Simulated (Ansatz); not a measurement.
## Relaxing SiO$_{2}$

The calculation used DFT PBE, scalar-relativistic, plane waves, PAW (Ansatz 0.2.0). Settings: 420 eV cutoff, 6×6×6 k-mesh, Gaussian smearing of 0.02 eV, no spin polarisation.

What was changed: relaxed at 15 GPa.

Other phases may be more stable at this pressure.

Command:

```bash
ansatz run input.yaml --threads 2 --pin off --max-ram 5120MiB --backend cpu --events-out ev --progress --plain --runs-dir out
```

Input:

```yaml
crystal:
  lattice:
    - [0.0, 4.5720309625, 7.2054207368]
    - [2.2879629078, 0.0, 7.2054207368]
    - [2.2879629078, 4.5720309625, 0.0]
  atoms:
    - { symbol: Si, position: [0.5622160876, 0.5622160876, 0.9377839124] }
    - { symbol: Si, position: [0.3122160876, 0.3122160876, 0.6877839124] }
    - { symbol: Si, position: [0.6877839124, 0.6877839124, 0.3122160876] }
    - { symbol: Si, position: [0.9377839124, 0.9377839124, 0.5622160876] }
    - { symbol: O, position: [0.625, 0.125, 0.625] }
    - { symbol: O, position: [0.625, 0.625, 0.125] }
    - { symbol: O, position: [0.625, 0.625, 0.625] }
    - { symbol: O, position: [0.125, 0.625, 0.625] }
    - { symbol: O, position: [0.1787091431, 0.8212908569, 0.1787091431] }
    - { symbol: O, position: [0.8212908569, 0.1787091431, 0.8212908569] }
    - { symbol: O, position: [0.4287091431, 0.0712908569, 0.4287091431] }
    - { symbol: O, position: [0.0712908569, 0.4287091431, 0.0712908569] }
basis:
  ecutwfc: 420
kpoints:
  mp_grid: { grid: [6, 6, 6] }
hamiltonian:
  xc: pbe
scf:
  occupations: { method: gaussian, width: 0.02 }
output:
  forces: true
  stress: true
  eigenvalues: true
relax:
  adjacent_minimum: "off"
  f_tol: 0.008
  max_steps: 50
  cell: { stress_tol: 0.08, p_target: 15.0 }
```

F is the free energy. Steps run on the plane waves of an earlier cell, but the last one, and at times one on the way, on a freshly chosen basis, so a repeated geometry can differ a little in energy. The relaxation lowers the enthalpy F + PV at the target pressure, so F itself can rise.

Steps:

```csv
step,F − F(1) (eV),largest force component (eV/Å),V (Å³/atom),P (GPa)
1,0.0000,0.722,12.562,18.78
2,-0.1023,0.520,12.622,16.92
3,-0.1615,0.109,12.642,14.50
4,-0.0976,0.148,12.577,14.85
5,-0.0783,0.026,12.558,15.03
6,-0.0796,0.001,12.559,15.01
7,-0.0799,0.001,12.559,15.01
8,-0.0790,0.001,12.558,15.00
9,-0.0788,0.001,12.558,15.00
```

Relaxed structure:

```yaml
crystal:
  lattice:
    - [0.00000, 4.55049, 7.26760]
    - [2.27842, 0.00000, 7.26760]
    - [2.27842, 4.55049, 0.00000]
  atoms:
    - { symbol: Si, position: [0.56135, 0.56135, 0.93865] }
    - { symbol: Si, position: [0.31135, 0.31135, 0.68865] }
    - { symbol: Si, position: [0.68865, 0.68865, 0.31135] }
    - { symbol: Si, position: [0.93865, 0.93865, 0.56135] }
    - { symbol: O, position: [0.62500, 0.12500, 0.62500] }
    - { symbol: O, position: [0.62500, 0.62500, 0.12500] }
    - { symbol: O, position: [0.62500, 0.62500, 0.62500] }
    - { symbol: O, position: [0.12500, 0.62500, 0.62500] }
    - { symbol: O, position: [0.17262, 0.82738, 0.17262] }
    - { symbol: O, position: [0.82738, 0.17262, 0.82738] }
    - { symbol: O, position: [0.42262, 0.07738, 0.42262] }
    - { symbol: O, position: [0.07738, 0.42262, 0.07738] }
```

Symmetry: Fddd, No. 70, orthorhombic system. Conventional cell: a = 4.557 Å, b = 9.101 Å, c = 14.535 Å, α = 90.00°, β = 90.00°, γ = 90.00°. Around Si (site symmetry 2) lie 4 O at 1.57 to 1.61 Å. O (site symmetry -1) has 2 Si at 1.57 Å as nearest neighbours. O (site symmetry 2) is surrounded by 2 Si at 1.61 Å.

The run converged. It took 110 s on 2 threads of Arm Neoverse V1 (shared host), peak memory 0.59 GiB.